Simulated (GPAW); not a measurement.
# Cu (Fm-3m) in GPAW: convergence with k mesh

Aim: find how far k mesh must go before the results for Cu settle, at r2SCAN. This setting moves, with any that are tied to it; all else stays.

All numbers are computed with GPAW 26.7.0; they aren't measurements. Logs are shortened: lines on timing, memory, paths and dates and some standing lists are left out, and cuts for length are marked. The log counts tension as positive stress, the text compression.

## (1) The structure

The structure is cubic, space group Fm-3m (No. 225). Conventional cell: a = 3.615 Å, b = 3.615 Å, c = 3.615 Å, α = 90.00°, β = 90.00°, γ = 90.00°. Around Cu (site symmetry m-3m) lie 12 Cu at 2.56 Å.

## (2) With k mesh 4 × 4 × 4

run.py

```python
import json
import numpy as np
from ase import Atoms
from ase.dft.bandgap import bandgap
from ase.io import write
from ase.units import GPa
from gpaw import GPAW, PW

atoms = Atoms(['Cu'],
              cell=[[0.0, 1.8075, 1.8075],
                    [1.8075, 0.0, 1.8075],
                    [1.8075, 1.8075, 0.0]],
              scaled_positions=[[0.0, 0.0, 0.0]],
              pbc=True)

calc = GPAW(mode=PW(450),
            xc='MGGA_X_R2SCAN+MGGA_C_R2SCAN',
            kpts={'size': (4, 4, 4), 'gamma': True},
            occupations={'name': 'fermi-dirac', 'width': 0.05},
            nbands=14,
            convergence={'density': 1e-05, 'energy': 1e-05},
            maxiter=150,
            txt='gpaw.txt')
atoms.calc = calc
energy = atoms.get_potential_energy()
forces = atoms.get_forces()
stress = atoms.get_stress()
calc.write('gs.gpw')
write('result.traj', atoms)
print(f'Energy: {energy:.6f} eV')
print('Forces (eV/A):')
print(forces.round(4))
print('Stress (GPa):', (stress / GPa).round(3))
print('Fermi level:', round(calc.get_fermi_level(), 4), 'eV')
print(f'Gap: {bandgap(calc)[0]:.4f} eV, direct: {bandgap(calc, direct=True)[0]:.4f} eV')

size = (6, 6, 6)
dense = calc.fixed_density(kpts={'size': size, 'gamma': True}, update_fermi_level=True,
                           convergence={'bands': 'CBM+2.0', 'eigenstates': 1e-7}, txt='dense.txt')
ef = dense.get_fermi_level()
index = np.round(dense.get_bz_k_points() * size).astype(int) % size
recip = 2 * np.pi * atoms.cell.reciprocal()
sheets = []
for s, e_kn in enumerate(dense.eigenvalues()):
    for n in range(e_kn.shape[1] - 2):
        if e_kn[:, n].min() < ef < e_kn[:, n].max():
            e = np.empty(size)
            e[tuple(index.T)] = e_kn[dense.get_bz_to_ibz_map(), n] - ef
            de = np.array([(np.roll(e, -1, c) - np.roll(e, 1, c)) * size[c] / 2 for c in range(3)])
            v = np.linalg.norm(np.einsum('vc,cxyz->vxyz', np.linalg.inv(recip), de), axis=0)
            w = np.exp(-(e / 0.1)**2) / (0.1 * np.pi**0.5)
            sheets.append({'spin': s, 'band': n, 'filled': (e < 0).mean(), 'dos': w.mean(), 'bottom': e.min(), 'top': e.max(),
                           'velocity': (w * v).sum() / w.sum() * 1.519267e5, 'slice': e[:, :, 0].round(3).tolist()})
            print(f'spin {s} band {n}: filled share {sheets[-1]["filled"]:.3f}, from {e.min():.3f} to {e.max():.3f} eV,',
                  f'{w.mean():.3f} states/eV, mean velocity {sheets[-1]["velocity"]:.3e} m/s')
print('Fermi level on the dense mesh:', round(ef, 4), 'eV,', len(sheets), 'sheets')
json.dump({'ef': ef, 'sheets': sheets}, open('fermi.json', 'w'))
```

Potentials or basis: GPAW PAW data sets (gpaw-data 1.2.1), pw.

Run with:

```console
> OMP_NUM_THREADS=1 python run.py
```

gpaw.txt:

```text
__  _  _
 | _ |_)|_||  |
 |__||  | ||/\| - 26.7.0

Input parameters:
  mode=PW(ecut=450.00000000000006),
  convergence={'density': 1e-05, 'energy': 1e-05},
  kpts=MonkhorstPack(size=(4, 4, 4), gamma=True),
  maxiter=150,
  nbands=14,
  occupations=Occupations(name='fermi-dirac', width=0.05),
  xc=XC(name='MGGA_X_R2SCAN+MGGA_C_R2SCAN')

Diagonalizing LCAO Hamiltonian
Converting LCAO to pw mode

       Cu

Atoms  # Å, Bohr magnetons
|   | symbol |        x |        y |        z |    initial magnetic moments |
|---|--------|----------|----------|----------|-----------------------------|
| 0 |     Cu | 0.000000 | 0.000000 | 0.000000 | ( 0.0000,  0.0000,  0.0000) |

Unit cell  # Å
| periodic |        x |        y |        z |  lengths |    angles |
|----------|----------|----------|----------|----------|-----------|
|      yes | 0.000000 | 1.807500 | 1.807500 | 2.556191 | 60.000000 |
|      yes | 1.807500 | 0.000000 | 1.807500 | 2.556191 | 60.000000 |
|      yes | 1.807500 | 1.807500 | 0.000000 | 2.556191 | 60.000000 |

Number of symmetries: 48
Symmetry operations  # r_c * U_cc + t_c -> r_c
|    | kind |            matrix            |
|----|------|------------------------------|
|  0 |  σ   |  1, 0, 0,  1, 0,-1,  1,-1, 0 |
|  1 |  C2  |  1, 0, 0,  1,-1, 0,  1, 0,-1 |
|  2 |  E   |  1, 0, 0,  0, 1, 0,  0, 0, 1 |
|  3 |  σ   |  1, 0, 0,  0, 0, 1,  0, 1, 0 |
|  4 |  C4  |  1, 0,-1,  1, 0, 0,  1,-1, 0 |
|  5 |  S6  |  1, 0,-1,  1,-1, 0,  1, 0, 0 |
|  6 |  σ   |  1, 0,-1,  0, 1,-1,  0, 0,-1 |
|  7 |  C3  |  1, 0,-1,  0, 0,-1,  0, 1,-1 |
|  8 |  S6  |  1,-1, 0,  1, 0, 0,  1, 0,-1 |
|  9 |  C4  |  1,-1, 0,  1, 0,-1,  1, 0, 0 |
| 10 |  C3  |  1,-1, 0,  0,-1, 1,  0,-1, 0 |
| 11 |  σ   |  1,-1, 0,  0,-1, 0,  0,-1, 1 |
| 12 |  σ   |  0, 1, 0,  1, 0, 0,  0, 0, 1 |
| 13 |  C4  |  0, 1, 0,  0, 1,-1, -1, 1, 0 |
| 14 |  C3  |  0, 1, 0,  0, 0, 1,  1, 0, 0 |
| 15 |  S6  |  0, 1, 0, -1, 1, 0,  0, 1,-1 |
| 16 |  C2  |  0, 1,-1,  1, 0,-1,  0, 0,-1 |
| 17 |  σ   |  0, 1,-1,  0, 1, 0, -1, 1, 0 |
[... 114 lines left out ...]
  Backstep threshold: 4.0
  History deletion threshold: 6.0
  Fourier metric: weight=20.0, sigma=0.015

occupation numbers:
  Fermi-Dirac:
    width: 0.0500  # eV

poisson solver:
  ecut: 3600.0000000000005  # eV

xc functional:
  name: MGGA_X_R2SCAN+MGGA_C_R2SCAN with 2 nearest neighbor stencil

convergence criteria:
- Maximum integral of absolute [dens]ity change: 1e-05 electrons / valence electron
- Maximum [total energy] change in last 3 cyles: 1e-05 eV / valence electron
- Maximum integral of absolute [eigenst]ate change: 4e-08 eV^2 / valence electron
maximum number of iterations: 150

SCF iterations
|iter     | |      energy | eigst |  dens |
|---------|-|-------------|-------|-------|
|iter:   1| |  -10.343063 | -0.56 |       |
|iter:   2| |   -9.742981 | -1.56 | -0.91 |
|iter:   3| |   -9.601594 | -2.70 | -1.13 |
|iter:   4| |   -9.544744 | -2.49 | -1.33 |
|iter:   5| |   -9.555336 | -2.99 | -1.81 |
|iter:   6| |   -9.560132 | -2.78 | -2.13 |
|iter:   7| |   -9.557236 | -4.92 | -2.19 |
|iter:   8| |   -9.557197 | -5.73 | -2.74 |
|iter:   9| |   -9.557165c| -6.05 | -3.06 |
|iter:  10| |   -9.557165c| -7.22 | -3.64 |
|iter:  11| |   -9.557165c| -8.02c| -4.16 |
|iter:  12| |   -9.557165c| -8.30c| -4.97 |
|iter:  13| |   -9.557165c| -9.00c| -5.57c|

Converged in 13 steps
Energy contributions relative to reference atoms: (reference = -45021.451841)

Energy contributions:
  Kinetic:          -3.479811
  Coulomb:           1.800943
  Zero:              0.124507
  External:          0.000000
  Xc:               -7.999555
  Entropy:          -0.006495
  Spinorbit:         0.000000
  ----------------------------
  Free energy:      -9.560413
  Extrapolated:     -9.557165

dipole moment: (-7.829156, -7.829156, -7.829156)  # |e|*Ang

Fermi level: 8.678
Eigenvalues  # (at kpt = [0.000, 0.000, 0.000])
| band index |      eig [eV] | occ [0-2] |
|------------|---------------|-----------|
|          0 |        -1.838 |     2.000 |
|          1 |         4.715 |     2.000 |
|          2 |         4.715 |     2.000 |
|          3 |         4.715 |     2.000 |
|          4 |         5.531 |     2.000 |
|          5 |         5.531 |     2.000 |
|          6 |        31.720 |     0.000 |
|          7 |        34.482 |     0.000 |
|          8 |        34.482 |     0.000 |
|          9 |        34.482 |     0.000 |
|         10 |        36.632 |     0.000 |
|         11 |        36.632 |     0.000 |
|         12 |        36.632 |     0.000 |
|         13 |        40.651 |     0.000 |

No gap
No difference between direct/indirect transitions

Forces  # eV/Ang
|       x |       y |       z |
|---------|---------|---------|
| 0.00000 | 0.00000 | 0.00000 |  # Cu   0

Stress tensor  # eV/Ang^3
|         x |        y |         z |
|-----------|----------|-----------|
|  0.038930 | 0.000000 | -0.000000 |
|  0.000000 | 0.038930 |  0.000000 |
| -0.000000 | 0.000000 |  0.038930 |

# Writing to gs.gpw (mode='')
```

dense.txt:

```text
Diagonalizing LCAO Hamiltonian
Converting LCAO to pw mode
convergence criteria:
- Maximum integral of absolute [eigenst]ate change: 1e-07 eV^2 / valence electron
maximum number of iterations: 150

SCF iterations
|iter     | |      energy | eigst |  dens |
|---------|-|-------------|-------|-------|
|iter:   1| |             | -0.89 |       |
|iter:   2| |             | -3.48 |       |
|iter:   3| |             | -4.83 |       |
|iter:   4| |             | -7.09c|       |
SCF steps: 4
  __  _  _
 | _ |_)|_||  |
 |__||  | ||/\| - 26.7.0

Input parameters:
  mode=PW(ecut=450.00000000000006),
  convergence={'bands': 'CBM+2.0', 'eigenstates': 1e-07},
  gpts=array([14, 14, 14]),
  kpts=MonkhorstPack(size=(6, 6, 6), gamma=True),
  maxiter=150,
  nbands=14,
  occupations=Occupations(name='fermi-dirac', width=0.05),
  xc=XC(name='MGGA_X_R2SCAN+MGGA_C_R2SCAN')
```

It took 6.9 s on 1 thread of Arm Neoverse V1, shared host; peak memory 0.22 GiB.

What came out:

```yaml
Free_energy: -9.5604 eV
Pressure: -6.2 GPa
Band_gap_on_the_k_mesh: none (metal or under the smearing width)
```

## (3) With k mesh 5 × 5 × 5

Edit run.py of step 2 so:

```diff
@@ -17,3 +17,3 @@
             xc='MGGA_X_R2SCAN+MGGA_C_R2SCAN',
-            kpts={'size': (4, 4, 4), 'gamma': True},
+            kpts={'size': (5, 5, 5), 'gamma': True},
             occupations={'name': 'fermi-dirac', 'width': 0.05},
@@ -36,3 +36,3 @@
 
-size = (6, 6, 6)
+size = (8, 8, 8)
 dense = calc.fixed_density(kpts={'size': size, 'gamma': True}, update_fermi_level=True,
```

Potentials or basis: GPAW PAW data sets (gpaw-data 1.2.1), pw.

Run with:

```console
> OMP_NUM_THREADS=1 python run.py
```

Wall time 8.7 s (1 thread of Arm Neoverse V1, shared host); peak memory 0.22 GiB.

Results:

```yaml
Free_energy: -9.8336 eV
Pressure: -8.7 GPa
Band_gap_on_the_k_mesh: none (metal or under the smearing width)
```

## (4) With k mesh 6 × 6 × 6

Edit run.py of step 3 so:

```diff
@@ -17,3 +17,3 @@
             xc='MGGA_X_R2SCAN+MGGA_C_R2SCAN',
-            kpts={'size': (5, 5, 5), 'gamma': True},
+            kpts={'size': (6, 6, 6), 'gamma': True},
             occupations={'name': 'fermi-dirac', 'width': 0.05},
@@ -36,3 +36,3 @@
 
-size = (8, 8, 8)
+size = (10, 10, 10)
 dense = calc.fixed_density(kpts={'size': size, 'gamma': True}, update_fermi_level=True,
```

Run with:

```console
> OMP_NUM_THREADS=1 python run.py
```

Wall time 13 s (1 thread of Arm Neoverse V1, shared host); peak memory 0.22 GiB.

Results (log left out):

```yaml
Free_energy: -9.6658 eV
Pressure: -6.7 GPa
Band_gap_on_the_k_mesh: none (metal or under the smearing width)
```

## (5) With k mesh 8 × 8 × 8

Edit run.py of step 4 so:

```diff
@@ -17,3 +17,3 @@
             xc='MGGA_X_R2SCAN+MGGA_C_R2SCAN',
-            kpts={'size': (6, 6, 6), 'gamma': True},
+            kpts={'size': (8, 8, 8), 'gamma': True},
             occupations={'name': 'fermi-dirac', 'width': 0.05},
@@ -36,3 +36,3 @@
 
-size = (10, 10, 10)
+size = (12, 12, 12)
 dense = calc.fixed_density(kpts={'size': size, 'gamma': True}, update_fermi_level=True,
```

Run with:

```console
> OMP_NUM_THREADS=1 python run.py
```

Wall time 19 s (1 thread of Arm Neoverse V1, shared host); peak memory 0.23 GiB.

Results (log left out):

```yaml
Free_energy: -9.6971 eV
Pressure: -7.1 GPa
Band_gap_on_the_k_mesh: none (metal or under the smearing width)
```

## (6) With k mesh 10 × 10 × 10

Edit run.py of step 5 so:

```diff
@@ -17,3 +17,3 @@
             xc='MGGA_X_R2SCAN+MGGA_C_R2SCAN',
-            kpts={'size': (8, 8, 8), 'gamma': True},
+            kpts={'size': (10, 10, 10), 'gamma': True},
             occupations={'name': 'fermi-dirac', 'width': 0.05},
@@ -36,3 +36,3 @@
 
-size = (12, 12, 12)
+size = (16, 16, 16)
 dense = calc.fixed_density(kpts={'size': size, 'gamma': True}, update_fermi_level=True,
```

Potentials or basis: GPAW PAW data sets (gpaw-data 1.2.1), pw.

Run with:

```console
> OMP_NUM_THREADS=1 python run.py
```

Run time: 32 s. Hardware: 1 thread of Arm Neoverse V1, shared host; peak memory 0.24 GiB.

It converged, with:

- Free energy: -9.7156 eV
- Pressure: -7.8 GPa
- Band gap on the k mesh: none (metal or under the smearing width)

## (7) With k mesh 11 × 11 × 11

Edit run.py of step 6 so:

```diff
@@ -17,3 +17,3 @@
             xc='MGGA_X_R2SCAN+MGGA_C_R2SCAN',
-            kpts={'size': (10, 10, 10), 'gamma': True},
+            kpts={'size': (11, 11, 11), 'gamma': True},
             occupations={'name': 'fermi-dirac', 'width': 0.05},
@@ -36,3 +36,3 @@
 
-size = (16, 16, 16)
+size = (18, 18, 18)
 dense = calc.fixed_density(kpts={'size': size, 'gamma': True}, update_fermi_level=True,
```

Run with:

```console
> OMP_NUM_THREADS=1 python run.py
```

Run time: 39 s. Hardware: 1 thread of Arm Neoverse V1, shared host; peak memory 0.25 GiB.

The run converged. Its results:

```yaml
Free_energy: -9.7346 eV
Pressure: -8.2 GPa
Band_gap_on_the_k_mesh: none (metal or under the smearing width)
```

## (8) With k mesh 14 × 14 × 14

Edit run.py of step 7 so:

```diff
@@ -17,3 +17,3 @@
             xc='MGGA_X_R2SCAN+MGGA_C_R2SCAN',
-            kpts={'size': (11, 11, 11), 'gamma': True},
+            kpts={'size': (14, 14, 14), 'gamma': True},
             occupations={'name': 'fermi-dirac', 'width': 0.05},
@@ -36,3 +36,3 @@
 
-size = (18, 18, 18)
+size = (22, 22, 22)
 dense = calc.fixed_density(kpts={'size': size, 'gamma': True}, update_fermi_level=True,
```

Run with:

```console
> OMP_NUM_THREADS=1 python run.py
```

Run time: 67 s. Hardware: 1 thread of Arm Neoverse V1, shared host; peak memory 0.27 GiB.

It converged, with:

```yaml
Free_energy: -9.7297 eV
Pressure: -7.8 GPa
Band_gap_on_the_k_mesh: none (metal or under the smearing width)
```

## (9) Summary

| k mesh | energy less the tightest run, at zero smearing (meV/atom) | pressure (GPa) | SCF cycles | CPU time (s) | peak memory (GiB) |
| --- | --- | --- | --- | --- | --- |
| 4 × 4 × 4 | 171.41 | -6.24 | 13 | 6.9 | 0.22 |
| 5 × 5 × 5 | -103.44 | -8.66 | 12 | 8.7 | 0.22 |
| 6 × 6 × 6 | 66.52 | -6.70 | 12 | 13 | 0.22 |
| 8 × 8 × 8 | 33.87 | -7.07 | 12 | 19 | 0.23 |
| 10 × 10 × 10 | 15.24 | -7.81 | 13 | 32 | 0.24 |
| 11 × 11 × 11 | -5.46 | -8.17 | 12 | 39 | 0.25 |
| 14 × 14 × 14 | 0.00 | -7.84 | 12 | 67 | 0.27 |

Not settled before the last step: the energy (to 1 meV/atom), the pressure (to 0.1 GPa). Meshes of other sizes hit other points, so gaps and Fermi surfaces needn't settle smoothly. The tightest run that finished is the yardstick and may itself not be fully converged.

Caveats: with this Cu data set, volumes or pressures lay over 1.5 % or 2 GPa off other programs in two to four cells of ten; the cutoff is short for stress and forces, so pressures can be off by a GPa or more; the PAW data sets were made with another functional, which shifts forces and pressure a little.
